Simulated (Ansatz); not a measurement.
Input of an Ansatz 0.2.0 run:

Contents of input.yaml:

```yaml
crystal:
  lattice:
    - [2.98611099, 0.0, 0.0]
    - [0.0, 2.98611099, 0.0]
    - [0.0, 0.0, 2.98611099]
  atoms:
    - { symbol: Co, position: [0.5, 0.5, 0.5], spin: 2.0 }
    - { symbol: Ti, position: [0.0, 0.0, 0.0], spin: 1.0 }
kpoints:
  mp_grid: { grid: [9, 9, 9] }
scf:
  occupations: { method: fermi_dirac, width: 0.05 }
hamiltonian:
  xc: rpbe
  pseudopotentials: { kind: all_electron, lapw: { basis_error: 0.001 } }
magnetization:
  spin_polarized: true
output:
  forces: true
  stress: true
relax:
  f_tol: 0.01
  max_steps: 60
  cell: {}
```

Potentials or basis: all-electron LAPW, scalar-relativistic.

Launch:

```bash
$ ansatz run input.yaml --threads 2 --pin off --max-ram 6144MiB --backend cpu --events-out ev --progress --plain --runs-dir out
```

**Question.** Predict the space group after relaxing (to 0.05 Å).

**Answer.** Pm-3m (No. 221).

**Question.** Predict the relaxed cell.

**Answer.** a = 3.012 Å, b = 3.012 Å, c = 3.012 Å, α = 90.00°, β = 90.00°, γ = 90.00°.

Step by step:
```
step  energy change (eV)  largest force (eV/Å)  volume (Å³)
   1              0.0000                0.0000        26.63
   2             -0.0086                0.0000        27.26
   3             -0.0087                0.0000        27.32
   4             -0.0087                0.0000        27.32
```
